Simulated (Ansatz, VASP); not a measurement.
## Two plane-wave programs on Ir

```
CELL_PARAMETERS angstrom
0.00000 1.90274 1.90274
1.90274 0.00000 1.90274
1.90274 1.90274 0.00000
ATOMIC_POSITIONS crystal
Ir 0.00000 0.00000 0.00000
```

Alike in both runs: task single point; functional PBE; k mesh 12 × 12 × 12; occupations fermi-dirac, width 0.05 eV; no spin polarisation.

|  | VASP | Ansatz |
| --- | --- | --- |
| version | VASP 6.6.1 | Ansatz 0.2.0 |
| potentials or method | VASP PAW PBE potentials, release 64 (Ir) | Ansatz PAW soft_1 |
| plane-wave cutoff (eV) | 520 | 420 |
| valence electrons in the cell | 9 | 17 |

```tsv
	VASP	Ansatz	Ansatz less VASP
gap on the k mesh at the Fermi level (eV)	none	none	-
pressure (GPa)	20.5	19.7	-0.86
```

A gap of «none» marks a metal or a gap that the smearing closes. The two sets of potentials don't hold the same shells in valence.

Caveats: so large a pressure means that the cell lies far from this level's equilibrium, or that cutoff or potentials fall short (VASP). Spin-orbit coupling is left out, which matters for the levels of Ir.
